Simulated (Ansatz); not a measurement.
CsCl (CsCl type, Pm-3m), plane-wave PAW PBEsol (Ansatz code): ε∞ = 2.98, cell volume 67.35 Å³. Infrared-active transverse modes:

| ω_TO (cm⁻¹) | oscillator strength S_xx (e²/amu) |
|---|---|
| 92.8 | 0.06429 |

Task: Compute the static dielectric constant.

Result: Each mode adds (4.921e7/V) S/ω²: 5.46. So ε0 = 8.43.

Task: What LO frequency does the Lyddane–Sachs–Teller relation give?

Result: ω_LO = ω_TO √(ε0/ε∞) = 156 cm⁻¹.

The PBEsol relaxation kept the symmetry of its start. Scalar-relativistic: spin–orbit coupling is off unless named, which matters more the heavier the elements.

Potentials: the earlier of the program's two PAW sets. The files were generated under PBE; for other functionals the program regenerates the frozen cores, and for LDA and PBEsol the local potential too.
